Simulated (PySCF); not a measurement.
C7H8.
Numbering: `[CH:1]1=[CH:2][C@H:3]2[CH:4]=[CH:5][C@@H:6]1[CH2:7]2` (hydrogens: H8 on C1; H9 on C2; H10 on C3; H11 on C4; H12 on C5; H13 on C6; H14, H15 on C7)

The same species was optimised twice, with GFN2-xTB and with PBE0-D3(BJ)/def2-SVP (PySCF), and the same property calculations (PySCF, gas phase) were run on both structures.

```tsv
coordinate	GFN2-xTB	PBE0-D3(BJ)/def2-SVP	change
C1–C6 (Å)	1.522	1.535	+0.013
C2–C3 (Å)	1.522	1.535	+0.013
C5–C6 (Å)	1.522	1.535	+0.013
C3–C4 (Å)	1.522	1.535	+0.013
C1=C2 (Å)	1.324	1.336	+0.012
C4=C5 (Å)	1.324	1.336	+0.012
C3–C7 (Å)	1.539	1.548	+0.009
C6–C7 (Å)	1.540	1.548	+0.008
C1–C6–C5 (°)	105.5	107.4	+1.9
C2–C3–C4 (°)	105.5	107.4	+1.9
C2–C3–C7 (°)	98.8	98.4	-0.4
C1–C6–C7 (°)	98.8	98.4	-0.4
C5–C6–C7 (°)	98.8	98.4	-0.4
C4–C3–C7 (°)	98.8	98.5	-0.3
C3–C4–C5 (°)	107.2	107.0	-0.2
C2–C1–C6 (°)	107.2	107.0	-0.2
```

Rotational constants: A = 4331, B = 3719, C = 3291 MHz (GFN2-xTB) against A = 4312, B = 3628, C = 3198 MHz (PBE0-D3(BJ)/def2-SVP). Point groups within 0.08 Å: C2v and C2v. Atoms that the bonding makes alike are paired by their places after alignment.

On the GFN2-xTB structure: HOMO (eV) -6.42 [PBE0/pcSseg-1]; LUMO (eV) -0.27 [PBE0/pcSseg-1]; dipole (D) 0.09 [PBE0/pcSseg-1]; GIAO shielding of C1/C2/C4/C5 (mean) (ppm) 32.9 [PBE0/pcSseg-1]; GIAO shielding of C3/C6 (mean) (ppm) 133.4 [PBE0/pcSseg-1]; GIAO shielding of C7 (ppm) 104.9 [PBE0/pcSseg-1].

Problem. What do these properties become on the PBE0-D3(BJ)/def2-SVP structure?

Solution. 
| property | level | on GFN2-xTB | on PBE0-D3(BJ)/def2-SVP | change |
| --- | --- | --- | --- | --- |
| HOMO (eV) | PBE0/pcSseg-1 | -6.42 | -6.49 | -0.07 |
| LUMO (eV) | PBE0/pcSseg-1 | -0.27 | -0.31 | -0.04 |
| dipole (D) | PBE0/pcSseg-1 | 0.09 | 0.03 | -0.06 |
| energy, GFN2-xTB geometry as zero (kcal/mol) | PBE0/pcSseg-1 | 0.0 | -0.9 | -0.9 |
| GIAO shielding of C1/C2/C4/C5 (mean) (ppm) | PBE0/pcSseg-1 | 32.9 | 30.1 | -2.8 |
| GIAO shielding of C3/C6 (mean) (ppm) | PBE0/pcSseg-1 | 133.4 | 130.6 | -2.8 |
| GIAO shielding of C7 (ppm) | PBE0/pcSseg-1 | 104.9 | 103.1 | -1.8 |

The heavy atoms differ by 0.021 Å rms after alignment (one structure mirrored). Among bonds between heavy atoms C1=C2, C1–C6, C2–C3, C3–C4, C4=C5 and C5–C6 change most and about equally (+0.012 to +0.013 Å). Changes are differences of the printed values. Neither structure is proved a minimum here.
